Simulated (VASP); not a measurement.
# Ag in VASP: relaxation of the atoms with PBE

Aim: the relaxation of the atoms of Ag with PBE.

Everything below comes from runs of VASP 6.6.1. Logs are shortened: lines on timing, memory, paths and dates and some standing lists are left out, and cuts for length are marked.

## Step 1: Starting point

The cell holds a slab with vacuum, 4 atoms: a = 2.923 Å, b = 2.923 Å, c = 30.149 Å, α = 90.00°, β = 90.00°, γ = 120.00°.

The cell was built by a generator and needn't be a form met in nature.

## Step 2: Relaxation of the atoms, PBE

INCAR

```
SYSTEM = Ag
PREC = Accurate
ENCUT = 520
EDIFF = 1E-6
ISMEAR = 1
SIGMA = 0.1
LREAL = .FALSE.
LASPH = .TRUE.
NELM = 120
ALGO = Normal
ISIF = 2
LWAVE = .FALSE.
LCHARG = .FALSE.
LDIPOL = .TRUE.
IDIPOL = 3
DIPOL = 0.5 0.5 0.500
GGA = PE
IBRION = 2
NSW = 90
EDIFFG = -0.02
KPAR = 2
```

KPOINTS

```
Automatic mesh
0
G
  13 13 1
  0 0 0
```

POSCAR

```
Ag
1.0
    1.4613884900      2.5311991400      0.0000000000
   -2.9227769700      0.0000000000      0.0000000000
    0.0000000000      0.0000000000     30.1490871400
Ag
4
Direct
    0.6666670000      0.3333330000      0.3823777700
    0.3333330000      0.6666670000      0.4607925900
    0.0000000000      0.0000000000      0.5392074100
    0.6666670000      0.3333330000      0.6176222300
```

Potentials or basis: VASP PAW PBE potentials, release 64 (Ag).

Command:

```console
cat potpaw_PBE.64/Ag/POTCAR > POTCAR
mpirun -np 2 vasp_std > vasp.out
```

OUTCAR:

```text
SYSTEM = Ag
   PREC = Accurate
   ENCUT = 520
   EDIFF = 1E-6
   ISMEAR = 1
   LREAL = .FALSE.
   LASPH = .TRUE.
   NELM = 120
   ISIF = 2
   GGA = PE
   IBRION = 2
   NSW = 90
   EDIFFG = -0.02

 ion  position               nearest neighbor table
   1  0.667  0.333  0.382-   2 2.90   2 2.90   2 2.90
   2  0.333  0.667  0.461-   1 2.90   3 2.90   1 2.90   3 2.90   3 2.90   1 2.90
   3  0.000  0.000  0.539-   4 2.90   2 2.90   4 2.90   2 2.90   4 2.90   2 2.90
   4  0.667  0.333  0.618-   3 2.90   3 2.90   3 2.90

  LATTYP: Found a hexagonal cell.
 ALAT       =     2.9227770023
 C/A-ratio  =    10.3152197778

  Lattice vectors:

 A1 = (   1.4613884900,   2.5311991400,   0.0000000000)
 A2 = (  -2.9227769700,   0.0000000000,   0.0000000000)
 A3 = (   0.0000000000,   0.0000000000,  30.1490871400)

Analysis of symmetry for initial positions (statically):
=====================================================================
 Subroutine PRICEL returns:
 Original cell was already a primitive cell.

 Routine SETGRP: Setting up the symmetry group for a
 hexagonal supercell.

 Subroutine GETGRP returns: Found 12 space group operations
 (whereof  6 operations were pure point group operations)
 out of a pool of 24 trial point group operations.

The static configuration has the point symmetry C_3v.
 The point group associated with its full space group is D_3d.

Analysis of symmetry for dynamics (positions and initial velocities):
=====================================================================
 Subroutine PRICEL returns:
 Original cell was already a primitive cell.

 Routine SETGRP: Setting up the symmetry group for a
 hexagonal supercell.

 Subroutine GETGRP returns: Found 12 space group operations
 (whereof  6 operations were pure point group operations)
 out of a pool of 24 trial point group operations.

The dynamic configuration has the point symmetry C_3v.
 The point group associated with its full space group is D_3d.

 Subroutine INISYM returns: Found 12 space group operations
 (whereof  6 operations are pure point group operations),
 and found     1 'primitive' translations

[... 126 lines left out ...]
 non-spin polarized calculation
 Methfessel and Paxton  Order N= 1 SIGMA  =   0.10
  energy-cutoff  :      520.00
  volume of cell :      223.05
 maximum number of plane-waves:      6137
 NGX is ok and might be reduce to    24
   NGX = 11   NGY = 11   NGZ =113

--------------------------------------- Ionic step        1  -------------------------------------------

 number of electron      44.0000016 magnetization

 Free energy of the ion-electron system (eV)
  ---------------------------------------------------
  ext. energy  EPLUGINS =         0.00000000
  ---------------------------------------------------
  free energy    TOTEN  =       -10.18168610 eV

  energy without entropy =      -10.18141557  energy(sigma->0) =      -10.18159593

------------------------ aborting loop because EDIFF is reached ----------------------------------------

  FORCE on cell =-STRESS in cart. coord.  units (eV):
  Direction    XX          YY          ZZ          XY          YZ          ZX
  --------------------------------------------------------------------------------------
  -------------------------------------------------------------------------------------
  Total       -0.4513335     -0.4513336      0.4481856     -0.0000000     -0.0000000     -0.0000000
  in kB       -3.2419927     -3.2419928      3.2193809     -0.0000000     -0.0000000     -0.0000000
  external PRESSURE =      -1.0882015 kB  Pullay stress =       0.0000000 kB
[... 139 lines left out ...]
--------------------------------------- Ionic step        5  -------------------------------------------

 number of electron      44.0000004 magnetization

 dipolmoment           0.000000      0.000000      0.000000 electrons x Angstroem

------------------------ aborting loop because EDIFF is reached ----------------------------------------

  FORCE on cell =-STRESS in cart. coord.  units (eV):
  Direction    XX          YY          ZZ          XY          YZ          ZX
  --------------------------------------------------------------------------------------
  -------------------------------------------------------------------------------------
  Total       -0.5465951     -0.5465951      0.1747642     -0.0000000     -0.0000000      0.0000000
  in kB       -3.9262700     -3.9262701      1.2553561     -0.0000000     -0.0000000      0.0000000
  external PRESSURE =      -2.1990613 kB  Pullay stress =       0.0000000 kB
[... 63 lines left out ...]
--------------------------------------- Ionic step        7  -------------------------------------------

 number of electron      44.0000008 magnetization

 dipolmoment           0.000000      0.000000     -0.000000 electrons x Angstroem

 Free energy of the ion-electron system (eV)
  ---------------------------------------------------
  ext. energy  EPLUGINS =         0.00000000
  ---------------------------------------------------
  free energy    TOTEN  =       -10.18413177 eV

  energy without entropy =      -10.18369240  energy(sigma->0) =      -10.18398531

 E-fermi :  -0.6068     XC(G=0):  -4.3731

 val. band max:       -0.6576521796   @ k =   0.3846   0.0769   0.0000
 cond. band min:      -0.5304011928   @ k =   0.3077   0.0769   0.0000
 fundamental gap:      0.1272509868
 Fermi energy:        -0.6068486220

 k-point     1 :       0.0000    0.0000    0.0000
  band No.  band energies     occupation
      1      -7.7177      2.00000
      2      -6.8572      2.00000
      3      -6.5544      2.00000
      4      -6.3992      2.00000
      5      -5.2523      2.00000
      6      -5.2240      2.00000
[... 598 lines left out ...]
     25       3.8513      0.00000
     26       4.5446      0.00000

------------------------ aborting loop because EDIFF is reached ----------------------------------------

 vacuum level on the upper side and lower side of the slab       (xc-potential included)        -0.009        -0.009

  FORCE on cell =-STRESS in cart. coord.  units (eV):
  Direction    XX          YY          ZZ          XY          YZ          ZX
  --------------------------------------------------------------------------------------
  -------------------------------------------------------------------------------------
  Total       -0.6451963     -0.6451964     -0.0385550     -0.0000000     -0.0000000      0.0000000
  in kB       -4.6345366     -4.6345367     -0.2769457     -0.0000000     -0.0000000      0.0000000
  external PRESSURE =      -3.1820064 kB  Pullay stress =       0.0000000 kB
[... 19 lines left out ...]
  FREE ENERGIE OF THE ION-ELECTRON SYSTEM (eV)
  ---------------------------------------------------
  free  energy   TOTEN  =       -10.1841317676 eV

  energy  without entropy=      -10.1836924009  energy(sigma->0) =      -10.18398531

 reached required accuracy - stopping structural energy minimisation

 vacuum level on the upper side and lower side of the slab         3.960         3.960
```

Run time: 4.7 min. Hardware: 2 MPI ranks of Intel Xeon Platinum 8259CL at 2.50GHz (Skylake/Cascade Lake), shared host; peak memory 0.4 GiB.

Results:

```
Free energy               : -10.1841 eV
Energy gained by relaxing : 0.6 meV/atom
Ionic steps               : 7
Band gap on the k mesh    : none (metal or under the smearing width)
```

Step by step:
```tsv
step	energy change (eV)	largest force (eV/Å)	pressure (GPa)
1	0.0000	0.0508	-0.11
2	-0.0005	0.0499	-0.13
3	-0.0014	0.0467	-0.17
4	-0.0014	0.0809	-0.26
5	-0.0017	0.0458	-0.22
6	-0.0022	0.0276	-0.26
7	-0.0024	0.0008	-0.32
```

Final structure:
```
Ag
1.0
     1.46139    2.53120    0.00000
    -2.92278    0.00000    0.00000
     0.00000    0.00000   30.14909
Ag
4
Direct
  0.66667 0.33333 0.38126
  0.33333 0.66667 0.46026
  0.00000 0.00000 0.53974
  0.66667 0.33333 0.61874
```
